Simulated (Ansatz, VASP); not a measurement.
Given: the input of a run of Ansatz 0.2.0 on Si. 

The input input.yaml:

```yaml
crystal:
  lattice:
    - [0.0, 2.7218511865, 2.7218511865]
    - [2.7218511865, 0.0, 2.7218511865]
    - [2.7218511865, 2.7218511865, 0.0]
  atoms:
    - { symbol: Si, position: [0.5, 0.5, 0.5] }
    - { symbol: Si, position: [0.75, 0.75, 0.75] }
kpoints:
  mp_grid: { grid: [8, 8, 8] }
scf:
  occupations: { method: gaussian, width: 0.025 }
hamiltonian:
  xc: pbe
  pseudopotentials: { kind: all_electron, lapw: { basis_error: 0.001 } }
output:
  forces: true
  stress: true
  eigenvalues: true
```

Potentials or basis: all-electron LAPW, scalar-relativistic.

Run with:

```bash
$ ansatz run input.yaml --threads 1 --pin off --max-ram 3072MiB --backend cpu --events-out ev --progress --plain --runs-dir out
```

Question: Translate it to VASP 6.6.1. Potentials or basis there: PBE PAW files Si, 520 eV.

Answer: As run (cutoffs and basis follow the program's own potentials, and thresholds, step limits or extra output files can differ):

The input INCAR:

```
SYSTEM = Si
ALGO = Normal ; EDIFF = 1E-7
ENCUT = 520 ; GGA = PE
ISIF = 2 ; ISMEAR = 0
LASPH = .True. ; LCHARG = .False.
LREAL = .False. ; LWAVE = .False.
NELM = 80 ; PREC = Accurate
SIGMA = 0.025
```

The input KPOINTS:

```
k-points
0
Gamma
  8 8 8
  0 0 0
```

File POSCAR:

```
Si
1.0
    0.0000000000      2.7218511865      2.7218511865
    2.7218511865      0.0000000000      2.7218511865
    2.7218511865      2.7218511865      0.0000000000
Si
2
Direct
    0.5000000000      0.5000000000      0.5000000000
    0.7500000000      0.7500000000      0.7500000000
```

Potentials or basis: VASP PAW PBE potentials, release 64 (Si).

Run with:

```console
$ cat potpaw_PBE.64/Si/POTCAR > POTCAR
$ mpirun -np 1 vasp_std > vasp.out
```

Both were run:

|  | Ansatz | VASP |
| --- | --- | --- |
| Pressure | 1.3 GPa | 1.3 GPa |

Where Ansatz's input types no cutoff or centring, it takes its own default and a Γ-centred mesh.

Pressure is positive in compression.
